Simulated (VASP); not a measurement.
Input of a VASP 6.6.1 run:

The input INCAR:

```
SYSTEM = Mo
PREC = Accurate
ENCUT = 600
EDIFF = 1E-6
ISMEAR = 0
SIGMA = 0.1
LREAL = .FALSE.
LASPH = .TRUE.
NELM = 100
ALGO = Normal
ISIF = 3
LWAVE = .FALSE.
LCHARG = .FALSE.
GGA = PE
IBRION = 2
NSW = 90
EDIFFG = -0.04
```

Contents of KPOINTS:

```
Automatic mesh
0
G
  6 6 6
  0 0 0
```

Contents of POSCAR:

```
Mo
1.0
    1.7722412504      1.0232039630      3.0853111770
   -1.7722412504      1.0232039630      3.0853111770
    0.0000000000     -2.0464079259      3.0853111770
Mo
2
Direct
    0.2336400000      0.2336400000      0.2336400000
    0.7663600000      0.7663600000      0.7663600000
```

Potentials or basis: VASP PAW PBE potentials, release 64 (Mo_sv).

Run with:

```bash
$ cat potpaw_PBE.64/Mo_sv/POTCAR > POTCAR
$ mpirun -np 1 vasp_std > vasp.out
```

Problem. Predict the relaxed cell.

Solution. a = 4.486 Å, b = 4.486 Å, c = 4.486 Å, α = 39.16°, β = 39.16°, γ = 39.16°.

Problem. Estimate the relaxed volume.

Solution. 16.19 Å³/atom.

Final structure:
```
CELL_PARAMETERS angstrom
1.50318 0.86786 4.13606
-1.50318 0.86786 4.13606
0.00000 -1.73573 4.13606
ATOMIC_POSITIONS crystal
Mo 0.25028 0.25028 0.25028
Mo 0.74972 0.74972 0.74972
```
